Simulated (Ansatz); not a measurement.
## Dielectric function and optical constants of W2C: ground state and bands

Ansatz 0.2.0; DFT, PBE, plane-wave PAW, default files, scalar-relativistic, ground state.

First the ground state: is it a metal or has it a gap?

input.yaml reads:

```yaml
crystal:
  lattice:
    - [3.070045642, 0.0, 0.0]
    - [-1.535022821, 2.6587375167, 0.0]
    - [0.0, 0.0, 4.678428]
  atoms:
    - { symbol: W, position: [0.6666666667, 0.3333333333, 0.253669] }
    - { symbol: W, position: [0.3333333333, 0.6666666667, 0.746331] }
    - { symbol: C, position: [0.0, 0.0, 0.0] }
kpoints:
  mp_grid: { grid: [8, 8, 5] }
  band_path:
    path:
      - [[0.0, 0.0, 0.0], [0.5, 0.0, 0.0], [0.33333333, 0.33333333, 0.0], [0.0, 0.0, 0.0], [0.0, 0.0, 0.5], [0.5, 0.0, 0.5], [0.33333333, 0.33333333, 0.5], [0.0, 0.0, 0.5]]
      - [[0.5, 0.0, 0.5], [0.5, 0.0, 0.0]]
      - [[0.33333333, 0.33333333, 0.0], [0.33333333, 0.33333333, 0.5]]
    npoints: 6
scf:
  occupations: { method: fermi_dirac, width: 0.05 }
  n_extra_bands: 7
hamiltonian:
  xc: pbe
  pseudopotentials: { kind: paw }
output:
  forces: true
  stress: true
  populations: true
  write_bands: true
  write_density: true
  write_potential: true
  elf: true
  volumetric_format: npy
```

Launch:

```sh
$ ansatz run input.yaml --threads 4 --pin off --max-ram 8192MiB --backend cpu --events-out ev --progress --plain --runs-dir out
```

**Question.** What does this run give for the electronic bands?

An even count of 32 valence electrons could fill 16 bands, but bands overlap in energy here, so the system is a metal.

ELF in the ac plane at fractional y = 0.000, with atoms of C within 0.2 Å of it. It is the smooth field of the valence electrons, not physical close to the nuclei.

Electrostatic potential energy in the ac plane at fractional y = 0.000, with atoms of C within 0.2 Å of it. With pseudopotentials it is smooth inside the atoms' cores, unlike the true potential.

This step gave:

* volume: 38.19 Å³
* gap on the path: 0 eV

Electronic bands along the path, in eV, zero at the Fermi level; # counts the bands kept:

```csv
point,#4,#5,#6,#7,#8,#9,#10,#11
Γ,-3.98,-1.47,-1.35,-1.35,-1.07,-1.07,0.55,0.55
halfway,-4.11,-3.36,-2.31,-1.04,0.19,0.20,2.28,2.30
M,-5.42,-3.42,-1.76,1.38,2.24,2.57,3.02,3.19
halfway,-4.85,-3.62,-2.56,1.02,1.50,2.31,2.72,2.91
K,-4.26,-3.53,-3.53,0.93,0.93,2.24,2.27,2.27
halfway,-3.98,-3.94,-2.51,-0.69,0.11,1.13,2.01,3.42
Γ,-3.98,-1.47,-1.35,-1.35,-1.07,-1.07,0.55,0.55
halfway,-3.77,-2.05,-1.91,-1.91,-0.30,-0.30,1.36,1.36
A,-3.24,-2.80,-2.29,-2.29,1.03,1.03,1.63,1.63
halfway,-3.98,-3.56,-2.71,-1.11,0.74,0.81,1.11,1.61
L,-4.09,-2.64,-2.46,-0.48,0.26,2.01,2.57,2.83
halfway,-3.37,-2.88,-2.09,-1.56,1.17,1.75,2.10,3.39
H,-3.06,-2.75,-2.75,-0.44,0.51,0.51,3.36,3.36
halfway,-3.55,-3.26,-3.02,-1.28,0.27,0.62,2.02,2.23
A,-3.24,-2.80,-2.29,-2.29,1.03,1.03,1.63,1.63
jump to L,-4.09,-2.64,-2.46,-0.48,0.26,2.01,2.57,2.83
halfway,-4.79,-3.13,-1.99,0.47,1.26,1.94,2.73,2.91
M,-5.42,-3.42,-1.76,1.38,2.24,2.57,3.02,3.19
jump to K,-4.26,-3.53,-3.53,0.93,0.93,2.24,2.27,2.27
halfway,-3.73,-3.16,-3.16,0.78,0.87,0.87,2.52,2.52
H,-3.06,-2.75,-2.75,-0.44,0.51,0.51,3.36,3.36
```

Values, 21 rows by 16 columns, each cell a mean:
```
0.14 0.28 0.58 0.74 0.71 0.56 0.38 0.29 0.26 0.29 0.38 0.56 0.71 0.74 0.58 0.28
0.53 0.61 0.72 0.74 0.62 0.42 0.27 0.21 0.20 0.21 0.27 0.42 0.62 0.74 0.72 0.61
0.73 0.74 0.72 0.64 0.45 0.28 0.20 0.20 0.21 0.20 0.21 0.28 0.45 0.64 0.72 0.74
0.68 0.67 0.60 0.46 0.30 0.21 0.21 0.26 0.29 0.26 0.21 0.21 0.29 0.46 0.60 0.67
0.53 0.50 0.43 0.31 0.21 0.19 0.25 0.33 0.36 0.33 0.25 0.19 0.21 0.31 0.43 0.50
0.38 0.36 0.31 0.24 0.19 0.19 0.26 0.34 0.37 0.34 0.26 0.19 0.19 0.24 0.31 0.36
0.29 0.28 0.26 0.23 0.19 0.19 0.23 0.29 0.31 0.29 0.23 0.19 0.19 0.23 0.26 0.28
0.26 0.26 0.26 0.26 0.24 0.22 0.23 0.24 0.25 0.24 0.23 0.22 0.24 0.26 0.26 0.26
0.25 0.26 0.28 0.30 0.31 0.31 0.30 0.29 0.29 0.29 0.30 0.31 0.31 0.30 0.28 0.26
0.26 0.27 0.30 0.34 0.37 0.39 0.39 0.39 0.39 0.39 0.39 0.39 0.37 0.34 0.30 0.27
0.26 0.27 0.30 0.35 0.38 0.40 0.40 0.40 0.40 0.40 0.40 0.40 0.38 0.35 0.30 0.27
0.25 0.26 0.29 0.31 0.32 0.32 0.31 0.30 0.30 0.30 0.31 0.32 0.32 0.31 0.29 0.26
0.26 0.26 0.26 0.26 0.25 0.23 0.23 0.24 0.25 0.24 0.23 0.23 0.25 0.26 0.26 0.26
0.28 0.28 0.26 0.23 0.20 0.20 0.23 0.27 0.30 0.28 0.23 0.19 0.20 0.23 0.26 0.28
0.36 0.34 0.30 0.23 0.19 0.19 0.26 0.34 0.37 0.34 0.26 0.19 0.19 0.23 0.30 0.34
0.51 0.48 0.41 0.30 0.21 0.19 0.25 0.33 0.37 0.34 0.26 0.19 0.21 0.30 0.41 0.48
0.67 0.65 0.58 0.44 0.28 0.20 0.22 0.27 0.30 0.27 0.22 0.20 0.28 0.44 0.58 0.65
0.73 0.73 0.71 0.62 0.43 0.27 0.20 0.21 0.22 0.21 0.20 0.27 0.43 0.62 0.71 0.73
0.57 0.63 0.72 0.73 0.60 0.40 0.26 0.21 0.20 0.21 0.26 0.40 0.60 0.73 0.72 0.63
0.19 0.32 0.60 0.75 0.70 0.54 0.37 0.28 0.25 0.28 0.37 0.54 0.70 0.74 0.60 0.32
0.02 0.11 0.48 0.73 0.73 0.60 0.43 0.34 0.31 0.34 0.43 0.60 0.73 0.73 0.48 0.11
```

Values in eV, 21 rows by 16 columns, each cell a mean:
```
-34 -34 -27  -1  14  17  18  17  17  17  18  17  14  -1 -27 -34
-27 -21  -6   9  15  16  15  14  13  14  15  16  15   9  -6 -21
  2   5  11  15  15  14  11   9   7   9  11  14  15  15  11   5
 17  17  17  17  15  11   7   2   1   2   7  11  15  17  17  17
 20  20  19  17  14  10   3  -2  -4  -2   3  10  14  18  19  20
 22  21  20  18  15  10   4  -1  -3  -1   4  10  15  18  20  21
 23  22  21  19  16  12   8   4   2   4   8  12  16  19  21  22
 23  23  22  21  19  16  13  11  10  11  13  16  19  21  22  23
 24  24  23  22  21  19  17  16  15  16  17  19  21  22  23  24
 24  24  24  23  22  20  19  18  18  18  19  20  22  23  24  24
 24  24  24  23  22  21  19  19  18  19  19  21  22  23  24  24
 24  24  23  22  21  19  17  16  16  16  17  19  21  22  23  24
 23  23  22  21  19  16  14  12  11  12  14  16  19  21  22  23
 23  22  21  19  17  13   9   5   4   5   9  13  17  19  21  22
 22  21  20  18  15  10   4  -1  -3  -1   4  10  15  18  20  21
 21  20  19  18  14  10   3  -2  -4  -2   3   9  14  18  20  20
 17  17  18  17  15  11   6   2   0   2   6  11  15  17  18  17
  4   7  12  15  15  14  11   8   7   8  11  14  15  15  12   7
-23 -18  -4  10  15  16  15  13  13  13  15  16  15  10  -4 -18
-34 -33 -24   0  14  17  17  17  17  17  17  17  14   0 -24 -33
-34 -34 -34  -6  13  17  19  18  18  18  19  17  13  -6 -34 -34
```

[Logs are printed without paths, hosts, clocks, repeated set-up lines and the standing remarks that a program may print on its own settings, such as how far it seeks lower states.]

[Hosts, paths, dates, database ids (printed as entryN), source tags and the programs' standing remarks are cut or masked in the printed files.]
